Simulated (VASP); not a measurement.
Energy against volume of ZnTe (zinc blende). Level of theory: PBE GGA with D3 dispersion (Becke-Johnson damping), VASP's PBE PAW potentials (set 64) (plane waves; VASP). Settings: 520 eV cut-off, 8×8×8 Γ-centred mesh, Gaussian smearing of 0.050 eV, potentials Zn Te.

| V (Å³/atom) | E (eV/atom) |
|---|---|
| 26.507 | -2.91529 |
| 27.353 | -2.92888 |
| 28.199 | -2.93318 |
| 29.045 | -2.92962 |

Problem. Fit these four points and predict the energy of the run at 29.891 Å³/atom.

Solution. A cubic in V^(−2/3), the third-order Birch-Murnaghan form, passes through the four points with V0 = 28.22 Å³/atom and B0 = 49 GPa, and gives -2.9194 eV/atom there. The run gave -2.9195 eV/atom, -0.1 meV/atom from the fit; all five points give B0 = 49 GPa.

The compound is ZnTe in the zinc blende structure. It was relaxed first.
